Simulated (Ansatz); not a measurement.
# SiO2: the cost of one run

Program: Ansatz 0.2.0. Level of theory: DFT PBE, scalar-relativistic, plane waves, PAW. These are calculated values, not measurements.

1 further run of the same task is left out (set aside as unsound or not needed).

### Step 1. The system as given

It takes space group I4_1/amd (No. 141, tetragonal). The conventional cell has a = 3.527 Å, b = 3.527 Å, c = 8.520 Å, α = 90.00°, β = 90.00°, γ = 90.00°. Si (site symmetry -4m2) is surrounded by 6 O at 1.77 to 1.80 Å. O (site symmetry 2mm) is surrounded by 3 Si at 1.77 to 1.80 Å.

As a file:

```xyz
6
Lattice="-1.7634 1.7634 4.2602 1.7634 -1.7634 4.2602 1.7634 1.7634 -4.2602" Properties=species:S:1:pos:R:3 pbc="T T T"
Si    0.0000    0.0000    0.0000
Si    0.0000    1.7634    2.1301
O     0.0000    0.0000    6.7497
O     0.0000    1.7634    3.9009
O     0.0000    1.7634    0.3593
O     0.0000    0.0000    1.7708
```

The cell was relaxed beforehand at this level, from a generated guess; it needn't be the stable form of this composition. At a tolerance of 0.02 Å it has space group I4_1/amd (No. 141); it has 8.83 Å³/atom, an uncorrected energy of -2.54 eV/atom over the elements.

### Step 2. Static run: bands, density of states and charges

input.yaml

```yaml
crystal:
  lattice:
    - [-1.7633636022, 1.7633636022, 4.26023994]
    - [1.7633636022, -1.7633636022, 4.26023994]
    - [1.7633636022, 1.7633636022, -4.26023994]
  atoms:
    - { symbol: Si, position: [0.0, 0.0, 0.0] }
    - { symbol: Si, position: [0.75, 0.25, 0.5] }
    - { symbol: O, position: [0.7921739404, 0.7921739404, 0.0] }
    - { symbol: O, position: [0.9578260596, 0.4578260596, 0.5] }
    - { symbol: O, position: [0.5421739404, 0.0421739404, 0.5] }
    - { symbol: O, position: [0.2078260596, 0.2078260596, 0.0] }
basis:
  ecutwfc: 420
kpoints:
  mp_grid: { grid: [10, 10, 10] }
  band_path:
    path:
      - [[0.0, 0.0, 0.0], [0.0, 0.0, 0.5], [0.25, 0.25, 0.25], [0.0, 0.5, 0.0], [0.0, 0.0, 0.0], [0.5, 0.5, -0.5], [0.29283075, 0.70716925, -0.29283075]]
      - [[-0.29283075, 0.29283075, 0.29283075], [0.0, 0.0, 0.0]]
      - [[0.0, 0.0, 0.5], [-0.08566149, 0.08566149, 0.5]]
      - [[0.5, 0.5, -0.08566149], [0.5, 0.5, -0.5]]
    npoints: 14
hamiltonian:
  xc: pbe
scf:
  occupations: { method: gaussian, width: 0.02 }
  n_extra_bands: 15
output:
  forces: true
  stress: true
  eigenvalues: true
  populations: true
  dos: { projected: true, de: 0.02, nscf_kmesh: { grid: [15, 15, 15] } }
  bader: true
  write_density: true
  write_potential: true
  elf: true
  volumetric_format: npy
```

Run with:

```sh
> ansatz run input.yaml --threads 1 --pin off --max-ram 2560MiB --backend cpu --events-out ev --progress --plain --runs-dir out
```

**Question.** How long does this run take on 1 thread of Intel Xeon Platinum 8259CL at 2.50GHz (Skylake/Cascade Lake), shared host, and how much memory does it need?

About 1.8 min, with a peak of 0.57 GiB.
